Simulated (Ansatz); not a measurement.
**Al under changes of volume**

One of the cells (16.603 Å³/atom); the others are scaled copies at fixed shape and fractional positions:

```
CELL_PARAMETERS angstrom
0.00000 2.02481 2.02481
2.02481 0.00000 2.02481
2.02481 2.02481 0.00000
ATOMIC_POSITIONS crystal
Al 0.00000 0.00000 0.00000
```

- Program: Ansatz 0.2.0
- Functional: revPBE
- Potentials or basis: Ansatz PAW
- Cutoff: 420 eV (not typed: the program's choice for these potentials)
- k mesh: 11 × 11 × 11
- Occupations: fermi-dirac, width 0.05 eV
- Spin: no spin polarisation

| volume (Å³/atom) | energy over the lowest point (meV/atom) | pressure (GPa) |
| --- | --- | --- |
| 15.607 | 21.08 | 6.4 |
| 15.939 | 10.07 | 4.3 |
| 16.271 | 3.18 | 2.4 |
| 16.603 | 0.00 | 0.7 |
| 16.935 | 0.18 | -0.8 |
| 17.267 | 3.35 | -2.2 |
| 17.599 | ? | ? |

What does the run at 17.599 Å³/atom give?

Energy over the lowest point 9.23 meV/atom; pressure -3.4 GPa.

Worked out: A Birch-Murnaghan fit of order 3 (a polynomial in V^(-2/3)) to the other rows has its minimum at 16.75 Å³/atom with B0 = V·E''(V) = 78 GPa and B' = 4.3. It gives 9.24 meV/atom at 17.599 Å³/atom, against the run's 9.23, and -dE/dV = -3.5 GPa, against -3.4.

Energies are extrapolated to zero smearing.

Caveats: the PAW data sets come from PBE, with cores solved anew for the run's functional, which leaves a small shift of forces and pressure.
